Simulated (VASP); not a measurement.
# AlN (Fm-3m) in VASP: a series of runs, part 2 of 2

VASP 6.6.1. Earlier steps stand in the parts before.

## (4) Single point, PBEsol

This run uses another cell than the first one, of 7.94 Å³/atom, 0.943 times its volume.

Input file INCAR:

```
ALGO     = Normal         # electronic algorithm
EDIFF    = 1E-6           # SCF threshold, eV
ENCUT    = 520            # plane-wave cutoff, eV
GGA      = PS             # functional
ISIF     = 2              # what is computed and relaxed
ISMEAR   = 0              # smearing method
LASPH    = True           # aspherical terms in the spheres
LCHARG   = False          # write CHGCAR
LREAL    = False          # projectors in reciprocal space
LWAVE    = False          # write WAVECAR
NBANDS   = 11             # bands
NELM     = 100            # most SCF steps
PREC     = Accurate       # precision mode
SIGMA    = 0.05           # smearing width, eV
```

Input file KPOINTS:

```
k-points
0
Gamma
  10 10 10
```

Input file POSCAR:

```
AlN
1.0
    0.0000000000      1.9952460665      1.9952460665
    1.9952460665      0.0000000000      1.9952460665
    1.9952460665      1.9952460665      0.0000000000
Al N
1 1
Direct
    0.5000000000      0.5000000000      0.5000000000
    0.0000000000      0.0000000000      0.0000000000
```

Potentials or basis: VASP PAW PBE potentials, release 64 (Al, N).

Command:

```
$ cat potpaw_PBE.64/Al/POTCAR potpaw_PBE.64/N/POTCAR > POTCAR
$ mpirun -np 1 vasp_std > vasp.out
```

OUTCAR:

```text
EDIFF = 1E-6
   ENCUT = 520
   GGA = PS
   ISIF = 2
   ISMEAR = 0
   LASPH = True
   LREAL = False
   NELM = 100
   PREC = Accurate

 ion  position               nearest neighbor table
   1  0.500  0.500  0.500-   2 2.00   2 2.00   2 2.00   2 2.00   2 2.00   2 2.00
   2  0.000  0.000  0.000-   1 2.00   1 2.00   1 2.00   1 2.00   1 2.00   1 2.00

  LATTYP: Found a face centered cubic cell.
 ALAT       =     3.9904921330

  Lattice vectors:

 A1 = (   0.0000000000,   1.9952460665,   1.9952460665)
 A2 = (   1.9952460665,   0.0000000000,   1.9952460665)
 A3 = (   1.9952460665,   1.9952460665,   0.0000000000)

Analysis of symmetry for initial positions (statically):
=====================================================================
 Subroutine PRICEL returns:
 Original cell was already a primitive cell.

 Routine SETGRP: Setting up the symmetry group for a
 face centered cubic supercell.

 Subroutine GETGRP returns: Found 48 space group operations
 (whereof 48 operations were pure point group operations)
 out of a pool of 48 trial point group operations.

The static configuration has the point symmetry O_h .

Analysis of symmetry for dynamics (positions and initial velocities):
=====================================================================
 Subroutine PRICEL returns:
 Original cell was already a primitive cell.

 Routine SETGRP: Setting up the symmetry group for a
 face centered cubic supercell.

 Subroutine GETGRP returns: Found 48 space group operations
 (whereof 48 operations were pure point group operations)
 out of a pool of 48 trial point group operations.

The dynamic configuration has the point symmetry O_h .

 Subroutine INISYM returns: Found 48 space group operations
 (whereof 48 operations are pure point group operations),
 and found     1 'primitive' translations

----------------------------------------------------------------------------------------

                                     Primitive cell

  volume of cell :      15.8862

  direct lattice vectors                    reciprocal lattice vectors
     0.000000000  1.995246067  1.995246067    -0.250595658  0.250595658  0.250595658
     1.995246067  0.000000000  1.995246067     0.250595658 -0.250595658  0.250595658
     1.995246067  1.995246067  0.000000000     0.250595658  0.250595658 -0.250595658

  length of vectors
     2.821704048  2.821704048  2.821704048     0.434044411  0.434044411  0.434044411

  position of ions in fractional coordinates (direct lattice)
     0.500000000  0.500000000  0.500000000
     0.000000000  0.000000000  0.000000000

  ion indices of the primitive-cell ions
   primitive index   ion index
                 1           1
                 2           2

----------------------------------------------------------------------------------------

 KPOINTS: k-points

Automatic generation of k-mesh.
 Grid dimensions read from file:
 generate k-points for:   10   10   10

 Generating k-lattice:

  Cartesian coordinates                     Fractional coordinates (reciprocal lattice)
    -0.025059566  0.025059566  0.025059566     0.100000000  0.000000000  0.000000000
     0.025059566 -0.025059566  0.025059566     0.000000000  0.100000000  0.000000000
     0.025059566  0.025059566 -0.025059566     0.000000000  0.000000000  0.100000000

  Length of vectors
     0.043404441  0.043404441  0.043404441

  Shift w.r.t. Gamma in fractional coordinates (k-lattice)
     0.000000000  0.000000000  0.000000000

 Subroutine IBZKPT returns following result:
 ===========================================

 Found     47 irreducible k-points:

 Following reciprocal coordinates:
            Coordinates               Weight
  0.000000  0.000000  0.000000      1.000000
  0.100000  0.000000  0.000000      8.000000
  0.200000  0.000000  0.000000      8.000000
  0.300000  0.000000  0.000000      8.000000
  0.400000  0.000000  0.000000      8.000000
  0.500000  0.000000  0.000000      4.000000
[... 16 lines left out ...]
  0.300000  0.300000  0.000000      6.000000
  0.400000  0.300000  0.000000     24.000000
 [... further k-points ...]
   k-points           NKPTS =     47   k-points in BZ     NKDIM =     47   number of bands    NBANDS=     11
   number of dos      NEDOS =    301   number of ions     NIONS =      2
   total plane-waves  NPLWV =  13824
   dimension x,y,z NGX =    24 NGY =   24 NGZ =   24
   dimension x,y,z NGXF=    48 NGYF=   48 NGZF=   48
   ions per type =               1   1
   NGX,Y,Z   is equivalent  to a cutoff of  14.14, 14.14, 14.14 a.u.
   NGXF,Y,Z  is equivalent  to a cutoff of  28.28, 28.28, 28.28 a.u.
 SYSTEM =  unknown system
   PREC   = accura    normal or accurate (medium, high low for compatibility)
   ISTART =      0    job   : 0-new  1-cont  2-samecut
   ICHARG =      2    charge: 1-file 2-atom 10-const
   ISPIN  =      1    spin polarized calculation?
   LNONCOLLINEAR =      F non collinear calculations
   LSORBIT =      F    spin-orbit coupling
   LASPH  =      T    aspherical Exc in radial PAW
   ENCUT  =  520.0 eV  38.22 Ry    6.18 a.u.   5.25  5.25  5.25*2*pi/ulx,y,z
   NELM   =    100;   NELMIN=  2; NELMDL= -5     # of ELM steps
   EDIFF  = 0.1E-05   stopping-criterion for ELM
   LREAL  =      F    real-space projection
   EDIFFG = 0.1E-04   stopping-criterion for IOM
   NSW    =      0    number of steps for IOM
   IBRION =     -1    ionic relax: 0-MD 1-quasi-New 2-CG
   NFREE  =      0    steps in history (QN), initial steepest desc. (CG)
   ISIF   =      2    stress and relaxation
   ISYM   =      2    0-nonsym 1-usesym 2-fastsym
   POTIM  = 0.5000    time-step for ionic-motion
   TEBEG  =    0.0;   TEEND  =   0.0 temperature during run
   PSTRESS=    0.0 pullay stress
   NELECT =       8.0000    total number of electrons
   NUPDOWN=      -1.0000    fix difference up-down
   EMIN   =  10.00;   EMAX   =-10.00  energy-range for DOS
   EFERMI =   0.00;   METHOD = LEGACY
   ISMEAR =     0;   SIGMA  =   0.05  broadening in eV -4-tet -1-fermi 0-gaus
   EFERMI_NEDOS =   21; number of points for ismear=-14 and -15
   IALGO  =     38    algorithm
   IMIX   =      4    mixing-type and parameters
     AMIX     =   0.40;   BMIX     =  1.00
     AMIX_MAG =   1.60;   BMIX_MAG =  1.00
  volume/ion in A,a.u.               =       7.94        53.60
  Fermi-wavevector in a.u.,A,eV,Ry     =   1.302462  2.461296 23.081019  1.696407
  Thomas-Fermi vector in A             =   2.433528
   LORBIT       =      0    0 simple, 1 ext, 2 COOP (PROOUT), +10 PAW based schemes
   GGA     = PS    functional components
   LHFCALC =     F    Hartree Fock is set to
   AEXX    =    0.0000 exact exchange contribution
   IVDW    =     0    specifies the selected vdW correction
   LEPSILON=     F    determine dielectric tensor
   LRPA    =     F    only Hartree local field effects (RPA)
 non-spin polarized calculation
 Gauss-broadening in eV      SIGMA  =   0.05
  energy-cutoff  :      520.00
  volume of cell :       15.89
 maximum number of plane-waves:       444
 NGX is ok and might be reduce to    24
   NGX = 11   NGY = 11   NGZ = 11

 number of electron       7.9999999 magnetization

 Free energy of the ion-electron system (eV)
  ---------------------------------------------------
  ext. energy  EPLUGINS =         0.00000000
  ---------------------------------------------------
  free energy    TOTEN  =       -15.42543297 eV

  energy without entropy =      -15.42543297  energy(sigma->0) =      -15.42543297

 E-fermi :  10.6955     XC(G=0): -12.6394

 val. band max:       10.4069901182   @ k =   0.0000   0.0000   0.0000
 cond. band min:      15.3446642884   @ k =   0.5000   0.5000   0.0000
 fundamental gap:      4.9376741702
 Fermi energy:        10.6955200867

 k-point     1 :       0.0000    0.0000    0.0000
  band No.  band energies     occupation
      1      -7.5086      2.00000
      2      10.4070      2.00000
      3      10.4070      2.00000
      4      10.4070      2.00000
      5      16.6556      0.00000
      6      22.5560      0.00000
      7      22.5560      0.00000
      8      22.5560      0.00000
      9      27.7439      0.00000
     10      28.3847      0.00000
     11      28.3847      0.00000
[... 309 lines left out ...]
 k-point    24 :       0.4000    0.3000    0.0000
  band No.  band energies     occupation
      1      -4.3336      2.00000
      2       4.3625      2.00000
      3       7.4686      2.00000
      4       8.0146      2.00000
      5      16.6461      0.00000
      6      17.4234      0.00000
      7      23.0006      0.00000
      8      26.4178      0.00000
      9      27.2299      0.00000
     10      32.5743      0.00000
     11      35.6534      0.00000

 [... further k-points ...]
[... 5 lines left out ...]
  --------------------------------------------------------------------------------------
  -------------------------------------------------------------------------------------
  Total        1.1473035      1.1473035      1.1473035     -0.0000000     -0.0000000      0.0000000
  in kB      115.7096300    115.7096300    115.7096300     -0.0000000     -0.0000000      0.0000000
  external PRESSURE =     115.7096300 kB  Pullay stress =       0.0000000 kB

 VOLUME and BASIS-vectors are now :
 -----------------------------------------------------------------------------
  energy-cutoff  :      520.00
  volume of cell :       15.89
      direct lattice vectors                 reciprocal lattice vectors
     0.000000000  1.995246067  1.995246067    -0.250595658  0.250595658  0.250595658
     1.995246067  0.000000000  1.995246067     0.250595658 -0.250595658  0.250595658
     1.995246067  1.995246067  0.000000000     0.250595658  0.250595658 -0.250595658

 POSITION                                       TOTAL-FORCE (eV/Angst)
 -----------------------------------------------------------------------------------
      1.99525      1.99525      1.99525        -0.000000     -0.000000     -0.000000
      0.00000      0.00000      0.00000         0.000000      0.000000      0.000000
 -----------------------------------------------------------------------------------
    total drift:                                0.000000     -0.000000     -0.000000

  FREE ENERGIE OF THE ION-ELECTRON SYSTEM (eV)
  ---------------------------------------------------
  free  energy   TOTEN  =       -15.4254329728 eV

  energy  without entropy=      -15.4254329728  energy(sigma->0) =      -15.42543297
```

Run time: 7.2 s. Hardware: 1 thread of Intel Xeon Platinum 8259CL at 2.50GHz (Skylake/Cascade Lake), shared host; peak memory 0.13 GiB.

Results:

```yaml
Free_energy: -15.4254 eV
Pressure: 11.6 GPa
Band_gap_on_the_k_mesh: 4.94 eV, indirect (least direct gap 6.25 eV)
```

Caveat: the PAW data sets were made with another functional, which shifts forces and pressure a little. A k mesh can miss the band edges.

## (5) Single point, PBEsol

This run uses another cell than the first one, of 7.61 Å³/atom, 0.904 times its volume.

Input file INCAR:

```
SYSTEM = AlN
ALGO = Normal
EDIFF = 1E-6
ENCUT = 520
GGA = PS
ISIF = 2
ISMEAR = 0
LASPH = .TRUE.
LCHARG = .FALSE.
LREAL = .FALSE.
LWAVE = .FALSE.
NBANDS = 11
NELM = 60
PREC = Accurate
SIGMA = 0.05
```

Input file KPOINTS:

```
k-points
0
G
  10 10 10
  0 0 0
```

Input file POSCAR:

```
AlN
1.0
    0.0000000000      1.9671402654      1.9671402654
    1.9671402654      0.0000000000      1.9671402654
    1.9671402654      1.9671402654      0.0000000000
Al N
1 1
Direct
    0.5000000000      0.5000000000      0.5000000000
    0.0000000000      0.0000000000      0.0000000000
```

Command:

```
$ cat potpaw_PBE.64/Al/POTCAR potpaw_PBE.64/N/POTCAR > POTCAR
$ mpirun -np 1 vasp_std > vasp.out
```

Run time: 9.1 s. Hardware: 1 thread of Intel Xeon Platinum 8259CL at 2.50GHz (Skylake/Cascade Lake), shared host; peak memory 0.13 GiB.

The run converged. Its results:

```
Free energy            : -15.3486 eV
Pressure               : 25.8 GPa
Band gap on the k mesh : 4.98 eV, indirect (least direct gap 6.90 eV)
```

Levels at points of the mesh, in eV from the valence-band top:
| k point | band 2 | band 3 | band 4 | band 5 | band 6 | band 7 |
| --- | --- | --- | --- | --- | --- | --- |
| (0.00, 0.00, 0.00) | 0.00 | 0.00 | 0.00 | 6.90 | 12.28 | 12.28 |
| (0.50, 0.00, 0.00) | -8.91 | -1.25 | -1.25 | 6.57 | 11.58 | 11.58 |
| (0.50, 0.50, 0.00) | -8.02 | -3.04 | -3.04 | 4.98 | 5.37 | 14.99 |

Caveat: so large a pressure means that the cell lies far from this level's equilibrium, or that cutoff or potentials fall short; the potentials were made for another functional, which shifts forces and pressure.

## (6) The runs side by side

```tsv
cell	gap on the mesh (eV)	pressure (GPa)
Fm-3m, 8.42 Å³/atom	4.37	-4.6
Fm-3m, 8.61 Å³/atom	4.17	-9.6
Fm-3m, 7.94 Å³/atom	4.94	11.6
Fm-3m, 7.61 Å³/atom	4.98	25.8
```

Alike in all rows: task single point; level PBEsol; potentials or basis VASP PAW PBE potentials, release 64 (Al, N); no spin polarisation; k mesh 10 × 10 × 10; cutoff (eV) 520; smearing gaussian 0.05 eV.

On the cell as given the gap runs from 4.17 eV (PBEsol) to 4.98 eV (PBEsol).

Caveats: the PAW data sets were made with another functional, which shifts forces and pressure a little (some runs); so large a pressure means that the cell lies far from this level's equilibrium, or that cutoff or potentials fall short (some runs); the potentials were made for another functional, which shifts forces and pressure (some runs).

Total energies depend on the potentials used, so only differences within one code and one set of settings carry meaning.
